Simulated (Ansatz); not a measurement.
## Si (Fm-3m), a vibration from a frozen displacement

Theory: DFT PBE+D3(BJ), scalar-relativistic, plane waves, PAW (Ansatz). The runs took a 420 eV cutoff, a Γ-centred 14×14×14 mesh and Gaussian smearing (0.15 eV). No spin polarisation. Energies are free energies at this smearing, counted from the undisturbed cell; pressure is positive in compression.

The starting cell (relaxed at this level; with this scan's settings it stands at -0.6 GPa; this fcc form isn't the usual structure):

```yaml
crystal:
  lattice:
    - [0.00000, 3.80104, 3.80104]
    - [3.80104, 0.00000, 3.80104]
    - [3.80104, 3.80104, 0.00000]
  atoms:
    - { symbol: Si, position: [0.00000, 0.00000, 0.00000] }
    - { symbol: Si, position: [0.00000, 0.00000, 0.50000] }
    - { symbol: Si, position: [0.00000, 0.50000, 0.00000] }
    - { symbol: Si, position: [0.00000, 0.50000, 0.50000] }
    - { symbol: Si, position: [0.50000, 0.00000, 0.00000] }
    - { symbol: Si, position: [0.50000, 0.00000, 0.50000] }
    - { symbol: Si, position: [0.50000, 0.50000, 0.00000] }
    - { symbol: Si, position: [0.50000, 0.50000, 0.50000] }
```

Atom 1 (Si) is moved by x along the Cartesian unit vector (-0.707, -0.707, 0.000); the cell and all other atoms stay fixed. The cell's volume is 109.83 Å³; the moved atoms weigh 28.085 u together and the others 196.595 u.

| x (Å) | ΔE (meV/cell) | total force on the moved atoms along the move (eV/Å) | pressure (GPa) |
| --- | --- | --- | --- |
| -0.1000 | 14.04 | 0.2861 | -0.4766 |
| -0.0600 | 4.99 | 0.1676 | -0.5703 |
| 0.0000 | 0.00 | 0.0000 | -0.6226 |
| 0.0800 | 8.92 | -0.2258 | -0.5294 |

What frequency belongs to this motion?

The force constant is k = −dF/dx = 2.806 eV/Å², from the parabola through x = -0.0600, 0 and 0.0800. In every cell the moved atoms swing against the rest, so the mass is μ = m₁m₂/(m₁ + m₂) = 24.574 u, and ν̃ = 521.5 cm⁻¹ × √(|k|/μ) = 176 cm⁻¹. The pattern needn't be a normal mode: ν̃² is then a weighted mean of the squared nonzero frequencies at the zone centre of this cell, so it lies between the lowest and the highest of them.

How far does the harmonic law reach?

At x = -0.100 Å, kx²/2 = 14.03 meV against the computed 14.04 meV (+0.1 %): the well is still close to harmonic there.

In a metal these slopes depend on the k mesh and the smearing.

The displaced atom sits in a stable, nearly parabolic well, but the ratio of force to displacement grows with amplitude in every displaced row. Inversion symmetry at the fcc site forbids a cubic term, so this is quartic hardening, probably from short-range repulsion as the atom approaches its neighbours. The fitted force constant already contains some of that hardening, which partly explains the close energy match at -0.1000 Å.

Primitive fcc has one atom per cell and hence no optical branch. The 176 cm⁻¹ is therefore an average over acoustic phonons folded in from the zone boundary, not a counterpart of the Raman line of diamond-type silicon, where directional sp³ bonds give a much stiffer optical mode. The pressure rises with displacement in either direction, which means that the restoring force weakens as the cell expands, the usual sign of a positive Grüneisen parameter. The positive curvature doesn't establish dynamical stability of the fcc form, since a mean of squared frequencies can hide an imaginary branch.
